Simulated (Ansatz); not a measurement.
Ni (Im-3m), stationary points along a deformation path

Computed with Ansatz 0.2.0, DFT PBE, scalar-relativistic, plane waves, PAW. Settings: plane waves to 420 eV, k-mesh 34×34×34 (Γ-centred), Gaussian smearing 0.15 eV. Collinear spins, started from moments 0.6 μB in atom order; the magnetic state may not be the lowest. Energies are free energies at this smearing, counted from the undisturbed cell; pressure is positive in compression.

The starting cell (relaxed at this level; with this scan's settings it stands at 0.1 GPa; this bcc form isn't the usual structure):

```
Ni
1.0
    -1.40024    1.40024    1.40024
     1.40024   -1.40024    1.40024
     1.40024    1.40024   -1.40024
Ni
1
Cartesian
  0.0000 0.0000 0.0000
```

At fixed volume and fractional coordinates, lengths along (0.000, 0.000, 1.000) are scaled against those across it; ρ is that ratio over its starting value. V = 10.982 Å³/atom. Δσ is the stress along the axis less the mean stress across it (compression positive).

| ρ | ΔE (meV/atom) | Δσ (GPa) | space group |
| --- | --- | --- | --- |
| 0.707 | 184.3 | 54.48 | I4/mmm |
| 0.780 | 21.4 | 20.30 | I4/mmm |
| 0.850 | -18.3 | 1.76 | I4/mmm |
| 1.000 | 0.0 | 0.00 | Im-3m |
| 1.200 | -51.1 | 9.70 | I4/mmm |
| 1.300 | -83.9 | 7.46 | I4/mmm |
| 1.414 | -99.8 | 0.02 | Fm-3m |

Task: How does the stress give the slope of the energy, and where is the energy stationary?

Result: Along the path d ln(length) is 2/3 d ln ρ on the axis and −1/3 d ln ρ across it, so dE/d ln ρ = −(2/3) V Δσ: the energy falls with ρ where Δσ is positive. Δσ vanishes or changes sign between ρ = 0.850 and 1.000, at least one minimum (the energy rises over this step, yet the slope at ρ = 0.850 points the other way); at ρ = 1.000 (Im-3m), a stationary point at 0.0 meV/atom; at ρ = 1.414 (Fm-3m, an end of the scan), at -99.8 meV/atom. Pairs of stationary points between two samples would go unseen, and could change a minimum read from distant neighbours into a maximum. At ρ = 1.000, 1.414 the cell is cubic, where symmetry alone makes the stress isotropic and the slope zero.

Task: Is the start the lowest point of the path?

Result: No: ρ = 1.414 lies 99.8 meV/atom lower, with no sampled rise above the start on the way. Volume and inner coordinates are held, so a relaxed structure there would lie lower still.

In a metal these slopes depend on the k mesh and the smearing.

Cost: 7 runs of about 4.8 core-minutes in all, on AMD EPYC 9R45 (Zen 5) (shared hosts).